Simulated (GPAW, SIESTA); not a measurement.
Given: the input of a run of GPAW 26.7.0 (ASE script) on TiO2. The cell is a database's computed one, not the measured one.

File run.py:

```python
from ase import Atoms
from ase.dft.bandgap import bandgap
from ase.io import write
from ase.units import GPa
from gpaw import GPAW, PW, setup_paths

setup_paths.insert(0, '.')

atoms = Atoms(['Ti', 'Ti', 'O', 'O', 'O', 'O'],
              cell=[[4.5998373239, 0.0, 0.0],
                    [0.0, 4.5998373239, 0.0],
                    [0.0, 0.0, 2.95921356]],
              scaled_positions=[[0.0, 0.0, 0.5],
                                [0.5, 0.5, 0.0],
                                [0.30432132, 0.30432132, 0.5],
                                [0.19567868, 0.80432132, 0.0],
                                [0.80432132, 0.19567868, 0.0],
                                [0.69567868, 0.69567868, 0.5]],
              pbc=True)

calc = GPAW(mode=PW(800),
            xc='PBEsol',
            kpts={'size': (6, 6, 9), 'gamma': True},
            occupations={'name': 'fermi-dirac', 'width': 0.05},
            nbands=43,
            convergence={'density': 1e-05, 'energy': 1e-05},
            maxiter=150,
            txt='gpaw.txt')
atoms.calc = calc
energy = atoms.get_potential_energy()
forces = atoms.get_forces()
stress = atoms.get_stress()
calc.write('gs.gpw')
write('result.traj', atoms)
print(f'Energy: {energy:.6f} eV')
print('Forces (eV/A):')
print(forces.round(4))
print('Stress (GPa):', (stress / GPa).round(3))
print('Fermi level:', round(calc.get_fermi_level(), 4), 'eV')
print(f'Gap: {bandgap(calc)[0]:.4f} eV, direct: {bandgap(calc, direct=True)[0]:.4f} eV')
```

Potentials or basis: PAW data sets generated in the run's folder for this functional, pw.

Launch:

```console
$ gpaw-setup -f PBEsol O Ti
$ OMP_NUM_THREADS=1 python run.py
```

Question: Set up the same calculation for SIESTA 5.4.2. Potentials or basis there: files PseudoDojo sr-pbesol-0.4.1-standard, DZP (energy shift 0.003 Ry; two zetas on semicore shells).

Answer: As run (cutoffs and basis follow the program's own potentials, and thresholds, step limits or extra output files can differ):

Contents of TiO2.fdf:

```
SystemName                      TiO2
SystemLabel                     TiO2
NumberOfSpecies                 2
NumberOfAtoms                   6
%block ChemicalSpeciesLabel
  1  22 Ti
  2   8 O
%endblock ChemicalSpeciesLabel

LatticeConstant                 1.0 Ang
%block LatticeVectors
     4.5998373239     0.0000000000     0.0000000000
     0.0000000000     4.5998373239     0.0000000000
     0.0000000000     0.0000000000     2.9592135600
%endblock LatticeVectors
AtomicCoordinatesFormat         Fractional
%block AtomicCoordinatesAndAtomicSpecies
     0.0000000000     0.0000000000     0.5000000000  1  Ti
     0.5000000000     0.5000000000     0.0000000000  1  Ti
     0.3043213200     0.3043213200     0.5000000000  2  O
     0.1956786800     0.8043213200     0.0000000000  2  O
     0.8043213200     0.1956786800     0.0000000000  2  O
     0.6956786800     0.6956786800     0.5000000000  2  O
%endblock AtomicCoordinatesAndAtomicSpecies

%block kgrid.MonkhorstPack
    6   0   0  0.0
    0   6   0  0.0
    0   0   9  0.0
%endblock kgrid.MonkhorstPack
XC.Functional                   GGA
XC.Authors                      PBEsol
PAO.BasisSize                   DZP
PAO.EnergyShift                 0.003 Ry
Mesh.Cutoff                     800 Ry
OccupationFunction              FD
ElectronicTemperature           0.05 eV
MaxSCFIterations                120
SCF.MustConverge                false
SCF.Mixer.Method                Pulay
SCF.Mixer.Weight                0.25
SCF.Mixer.History               8
SCF.DM.Tolerance                5.0e-05
SCF.H.Tolerance                 1.0e-03 eV
WriteForces                     true
Charge.Mulliken                 end
Charge.Hirshfeld                end
Charge.Voronoi                  end
SaveRho                         true
SaveElectrostaticPotential      true
%block PAO.Basis
  Ti 5
  n=3 0 2
    3.151 0.000
  n=4 0 2
    8.703 0.000
  n=3 1 2
    3.568 0.000
  n=4 1 1
    8.703
  n=3 2 2
    6.267 0.000
%endblock PAO.Basis
```

Potentials or basis: PseudoDojo 0.4 standard (PBEsol files), converted to PSML, two zetas on semicore shells, DZP (energy shift 0.003 Ry; two zetas on semicore shells).

The run is started by

```sh
$ siesta < TiO2.fdf > TiO2.out 2>&1
```

Both were run:

|  | GPAW | SIESTA |
| --- | --- | --- |
| Pressure | -1.4 GPa | 0.4 GPa |

Pressure is positive in compression.
